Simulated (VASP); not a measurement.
Runs of VASP 6.6.1 on Sn. The structure is tetragonal, space group I4_1/amd (No. 141). Conventional cell: a = 5.880 Å, b = 5.880 Å, c = 3.199 Å, α = 90.00°, β = 90.00°, γ = 90.00°. Around Sn (site symmetry -4m2) lie 6 Sn at 3.05 to 3.20 Å. 

```tsv
task	level	potentials or basis	cell	cutoff (eV)	smearing	ladder	gap on the mesh (eV)	pressure (GPa)
single point	PBE	VASP PAW PBE potentials, release 64 (Sn_d)	as given	520	fermi-dirac 0.05 eV	-	none	1.3
relaxation of cell and atoms	r2SCAN	VASP PAW PBE potentials, release 64 (Sn_d)	relaxed	600	methfessel-paxton 0.1 eV	-	none	0.0
single point	PBE	VASP PAW PBE potentials, release 64 (Sn)	as given	500	gaussian 0.05 eV	-	none	(a)
single point	PBEsol	VASP PAW PBE potentials, release 64 (Sn_d)	as given	520	fermi-dirac 0.05 eV	free	none	-1.5
```

Alike in all rows: no spin polarisation; k mesh 9 × 9 × 9.

Q: Fill in the values left out.

A: (a) 1.4.

Caveats: the PAW data sets were made with another functional, which shifts forces and pressure a little (some runs).

A k mesh can miss the band edges, and the runs leave out spin-orbit coupling on Sn.

A gap of «none» marks a metal or a gap under the smearing width.

Not every run made on this cell is shown here.
